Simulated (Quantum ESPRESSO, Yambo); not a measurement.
# Quasiparticle gap of KBr (Fm-3m) in Yambo, part 2 of 3

Aim: the G0W0 gap of KBr (Fm-3m) on PBE, step by step.

Quantum ESPRESSO 7.5 and Yambo 5.3.0; PBE and many-body steps on it, plane waves. Known limits of the many-body steps: not at the basis limit; no spin-orbit coupling.

So far. Step 2 (Ground state): The gap is direct, at Γ. Step 3 (Bands along the symmetry lines): The gap is 4.436 eV, as in the run before at this level.

### 4. Empty states on the mesh, 4×4×4 mesh, 57 bands

Level of this step: DFT, PBE, plane waves, norm-conserving pseudopotentials (Quantum ESPRESSO).

The sums over transitions need many empty states on a uniform mesh; this step solves for them.

Input file pw.in:

```
&control
  calculation = 'nscf'
  prefix = 'x'
  outdir = 'o'
  pseudo_dir = 'pseudo'
/
&system
  ibrav = 0
  nat = 2
  ntyp = 2
  ecutwfc = 66.0
  nbnd = 57
  force_symmorphic = .true.
/
&electrons
  conv_thr = 1e-9
  electron_maxstep = 80
  diago_full_acc = .true.
  diago_thr_init = 5e-6
/
ATOMIC_SPECIES
  K 39.098 K.upf
  Br 79.904 Br.upf
CELL_PARAMETERS angstrom
  0.0000000000 3.3000000000 3.3000000000
  3.3000000000 0.0000000000 3.3000000000
  3.3000000000 3.3000000000 0.0000000000
ATOMIC_POSITIONS crystal
  K 0.0000000000 0.0000000000 0.0000000000
  Br 0.5000000000 0.5000000000 0.5000000000
K_POINTS automatic
  4 4 4 0 0 0
```

The run is started by

```
> OMP_NUM_THREADS=1 mpirun -n 4 pw.x -nk 4 -in pw.in > pw.out
```

Log:

```text
[banner, memory and clock lines left out]
Program PWSCF v.7.5 starts

     Atomic positions and unit cell read from directory:
     o/x.save/

     Message from routine setup:
     using ibrav=0 with symmetry is DISCOURAGED, use correct ibrav instead

     G-vector sticks info

     bravais-lattice index     =            0
     lattice parameter (alat)  =       8.8192  a.u.
     unit-cell volume          =     485.0298 (a.u.)^3
     number of atoms/cell      =            2
     number of atomic types    =            2
     number of electrons       =        16.00
     number of Kohn-Sham states=           57
     kinetic-energy cutoff     =      66.0000  Ry
     charge density cutoff     =     264.0000  Ry
     Exchange-correlation= PBE
                           (   1   4   3   4   0   0   0)

     celldm(1)=   8.819172  celldm(2)=   0.000000  celldm(3)=   0.000000
     celldm(4)=   0.000000  celldm(5)=   0.000000  celldm(6)=   0.000000

     crystal axes: (cart. coord. in units of alat)
               a(1) = (   0.000000   0.707107   0.707107 )
               a(2) = (   0.707107   0.000000   0.707107 )
               a(3) = (   0.707107   0.707107   0.000000 )

     reciprocal axes: (cart. coord. in units 2 pi/alat)
               b(1) = ( -0.707107  0.707107  0.707107 )
               b(2) = (  0.707107 -0.707107  0.707107 )
               b(3) = (  0.707107  0.707107 -0.707107 )
     Pseudo is Norm-conserving + core correction, Zval =  9.0
     Generated using ONCVPSP code by D. R. Hamann
     Using radial grid of 2222 points,  6 beta functions with:
     Pseudo is Norm-conserving + core correction, Zval =  7.0
     Generated using ONCVPSP code by D. R. Hamann
     Using radial grid of 1098 points,  6 beta functions with:
     K                 9.00    39.09800     K ( 1.00)
     Br                7.00    79.90400     Br( 1.00)

     48 Sym. Ops., with inversion, found

   Cartesian axes

     site n.     atom                  positions (alat units)
         1        K      tau(   1) = (   0.0000000   0.0000000   0.0000000  )
         2        Br     tau(   2) = (   0.7071068   0.7071068   0.7071068  )

     number of k points=     8
                       cart. coord. in units 2pi/alat
        k(    1) = (   0.0000000   0.0000000   0.0000000), wk =   0.0312500
        k(    2) = (   0.1767767   0.1767767  -0.1767767), wk =   0.2500000
        k(    3) = (  -0.3535534  -0.3535534   0.3535534), wk =   0.1250000
[...]
k(    7) = (  -0.7071068   0.0000000   0.0000000), wk =   0.0937500
        k(    8) = (  -0.7071068   0.3535534   0.0000000), wk =   0.1875000

     Dense  grid:    35149 G-vectors     FFT dimensions: (  45,  45,  45)

     The potential is recalculated from file :
     o/x.save/charge-density

     Starting wfcs are    9 randomized atomic wfcs +   48 random wfcs

     Band Structure Calculation

     End of band structure calculation

          k = 0.0000 0.0000 0.0000 (  4477 PWs)   bands (ev):

   -26.6620 -11.1780 -10.1389 -10.1389 -10.1389   1.1165   1.1165   1.1165
     5.5524   8.7245   8.7245   8.7245   9.5432   9.5432  12.7131  16.0229
    16.0229  16.0229  16.7895  16.7895  16.7895  18.3738  18.3738  21.8950
[...]
39.3892

          k = 0.1768 0.1768-0.1768 (  4381 PWs)   bands (ev):

[...]
42.0195

          k =-0.3536-0.3536 0.3536 (  4398 PWs)   bands (ev):

[...]
33.0098  33.0098  34.7264  35.1776  35.1776  35.3532  36.5143  37.8553
    37.8553  39.0671  39.0671  40.1499  40.9108  41.3698  41.3698  42.3206
    44.2718

          k = 0.3536 0.0000 0.0000 (  4360 PWs)   bands (ev):

     [... further k-points ...]

     highest occupied, lowest unoccupied level (ev):     1.1165    5.5524

     XML data file, pseudopotentials, collected wavefunctions
```

Run time: 4 s. Hardware: 4 MPI ranks of Arm Neoverse V2, shared host; peak memory 0.3 GiB; 16 s of CPU time.

This step gave:

```yaml
gap: 4.436 eV
k_of_the_valence_top: 0, 0, 0
k_of_the_conduction_bottom: 0, 0, 0
least_direct_gap: 4.436 eV
k_points_computed: 8
lowest_point_of_the_top_converged_band_above_the_valence_top: 38.27 eV
```

On this mesh the gap is 4.436 eV.

### 5. Conversion and set-up

This step: Yambo 5.3.0; conversion and set-up on PBE, plane waves, norm-conserving pseudopotentials.

The states are converted to the many-body program's format and the q mesh is built.

The run is started by

```
> (cd o/x.save; p2y > p2y.log; mv SAVE ../..); yambo > setup.log
```

Log:

```text
 Yambo, version 5.3.0

 [02] CORE Variables Setup
 =========================

  [02.01] Unit cells
  ==================

  Cell kind             :  FCC
  Atoms in the cell     :  K  Br
  number of K  atoms    :  1
  number of Br atoms    :  1

  List of atomic masses
  Mass of K     :  39.09800
  Mass of Br    :  79.90400

  List of atomic coordinates    : [cc]
  K1       :  0.000000  0.000000  0.000000  order 1
  Br1       :  6.236096  6.236096  6.236096  order 2

  Alat factors          :  6.236096  6.236096  6.236096 [a.u.]
  Direct lattice volume :  485.0298 [a.u.]
  Direct lattice vectors:  A[ 1 ]  A[ 2 ]  A[ 3 ]
   A[ 1 ]:  0.000000  1.000000  1.000000  [iru]
   0.000000  6.236096  6.236096  [cc]
   A[ 2 ]:  1.000000  0.000000  1.000000  [iru]
   6.236096  0.000000  6.236096  [cc]
   A[ 3 ]:  1.000000  1.000000  0.000000  [iru]
   6.236096  6.236096  0.000000  [cc]

  Recip. lattice volume :  0.511412 [a.u.]
  Recip. lattice vectors:  B[ 1 ]  B[ 2 ]  B[ 3 ]
   B[ 1 ]: -0.500000  0.500000  0.500000  [iku]
  -0.503776  0.503776  0.503776  [cc]
   B[ 2 ]:  0.500000 -0.500000  0.500000  [iku]
   0.503776 -0.503776  0.503776  [cc]
   B[ 3 ]:  0.500000  0.500000 -0.500000  [iku]
   0.503776  0.503776 -0.503776  [cc]

  [02.02] Symmetries
  ==================

  Inversion symmetry    : yes
  Spatial inversion     : yes
  Inversion index       :  25
  K-space Time-reversal : no
  Magnetic symmetries   : no
  Group table correct   : yes
  Symmetries units      :  [cc]

   [S  1]:   1.0000      0.28986E-16  0.28986E-16  0.28986E-16   1.0000     -0.28986E-16 -0.28986E-16 -0.28986E-16   1.0000
   [S  2]:  -1.0000     -0.28986E-16  0.28986E-16 -0.28986E-16  -1.0000     -0.28986E-16  0.28986E-16  0.28986E-16   1.0000
   [S  3]:  -1.0000      0.28986E-16 -0.28986E-16 -0.28986E-16   1.0000      0.28986E-16  0.28986E-16 -0.28986E-16  -1.0000
[...]
[... 36 further rows ...]
   [S 47]:  0.28986E-16   1.0000     -0.28986E-16 -0.28986E-16  0.28986E-16  -1.0000       1.0000     -0.28986E-16  0.28986E-16
   [S 48]:  0.28986E-16  -1.0000      0.28986E-16 -0.28986E-16 -0.28986E-16   1.0000       1.0000      0.28986E-16 -0.28986E-16

  [02.03] Reciprocal space
  ========================

  nG shells         :   349
  nG charge         :   35149
  nG WFs            :   5265
  nC WFs            :   4477
  G-vecs. in first 34 shells:  [ Number ]
     1    9   15   27   51   59   65   89  113
    137   169   181   229   259   283   307   331   339
    387   411   459   531   537   561   609   645   701
    725   749   821   869   893   941   965
  ...
  Shell energy in first 34 shells:  [ mHa ]
    0.00000      380.685      507.580      1015.16      1395.84      1522.74      2030.32      2411.00      2537.90
    3045.48      3426.16      4060.64      4441.32      4568.22      5075.80      5456.48      5583.38      6090.95
[...]
BZ  K-points                                      :   64

  K/Q-points units:
  rlu = crystal or reduced units; cc = cartesian coordinates; iku = interal k-units

  K [1]          [rlu]:  0.000000  0.000000  0.000000
         WF components:   4477
  K [2]          [rlu]: -0.15345E-16  0.12410E-16  0.25000
         WF components:   4381
  K [3]          [rlu]:  0.30690E-16 -0.24821E-16 -0.50000
         WF components:   4398
  K [4]          [rlu]: -0.46171E-17  0.25000      0.25000
         WF components:   4360
  K [5]          [rlu]: -0.94755E-17  0.25000     -0.50000
         WF components:   4390
  [... 2 further k-points ...]
  K [8]          [rlu]:  0.250000 -0.500000 -0.250000
         WF components:   4388

  [02.05] Energies & Occupations
  ==============================

  [X] === General ===
  [X] Electronic Temperature                        :  0.000000  0.000000 [eV K]
  [X] Bosonic    Temperature                        :  0.000000  0.000000 [eV K]
  [X] Finite Temperature mode                       : no
  [X] El. density                                   :  0.22261E+24 [cm-3]
  [X] Fermi Level                                   :  1.116510 [eV]

  [X] === Gaps and Widths ===
  [X] Conduction Band Min                           :  4.435891 [eV]
  [X] Valence Band Max                              :  0.000000 [eV]
  [X] Filled Bands                                  :   8
  [X] Empty Bands                                   :    9   57
  [X] Direct Gap                                    :  4.435891 [eV]
  [X] Direct Gap localized at k                     :  1
  [X] Indirect Gap                                  :  4.435891 [eV]
  [X] Indirect Gap between kpts                     :  1  1
  [X] Last valence band width                       :  0.536238 [eV]
  [X] 1st conduction band width                     :  2.953290 [eV]

  E @ K [1]:  [eV]
   -27.7786     -12.2945     -11.2554     -11.2554     -11.2554    -0.326722E-7 -0.139668E-7   0.00000
    4.43589   7.60798   7.60798   7.60798   8.42665   8.42665  11.59654  14.90634
  occ @ K [1]
   2.000000  2.000000  2.000000  2.000000  2.000000  2.000000  2.000000  2.000000
[...]
E @ K [2]:  [eV]
[...]
occ @ K [2]
[...]
E @ K [3]:  [eV]
[...]
occ @ K [3]
[...]
E @ K [4]:  [eV]
[...]
occ @ K [4]
[...]
E @ K [5]:  [eV]
[...]
occ @ K [5]
[...]
[... 2 further k-points ...]
  E @ K [8]:  [eV]
[...]
occ @ K [8]
   2.000000  2.000000  2.000000  2.000000  2.000000  2.000000  2.000000  2.000000
   0.000000  0.000000  0.000000  0.000000  0.000000  0.000000  0.000000  0.000000

 [03] Transferred momenta grid and indexing
 ==========================================

 IBZ Q-points                                      :   8
 BZ  Q-points                                      :   64

 K/Q-points units:
 rlu = crystal or reduced units; cc = cartesian coordinates; iku = interal k-units

 Q [1]          [rlu]:  0.000000  0.000000  0.000000
 Q [2]          [rlu]: -0.15345E-16  0.40166E-16  0.25000
 Q [3]          [rlu]:  0.30690E-16 -0.80332E-16 -0.50000
[...]
Q [7]          [rlu]:  0.92343E-17 -0.50000     -0.50000
 Q [8]          [rlu]:  0.250000 -0.500000 -0.250000

  [03.01] X indexes
  =================

   [03.01.01] Sigma indexes
   ========================

 [06] Game Over & Game summary
```

The job ended after 2.5 s (1 MPI rank; peak memory 0.25 GiB).

(Part 2 of 3 ends here.)

[Paths, hosts, dates, memory and timing lines, banners, echoed tables and standing remarks are left out of the program output.]

[Logs are printed without paths, hosts, clocks, repeated set-up lines and the standing remarks that a program may print on its own settings, such as how far it seeks lower states.]

[Runs of the session that timed out or met a known fault of the program may be left out.]

[Hosts, paths, dates, database ids (printed as entryN), source tags and the programs' standing remarks are cut or masked in the printed files.]
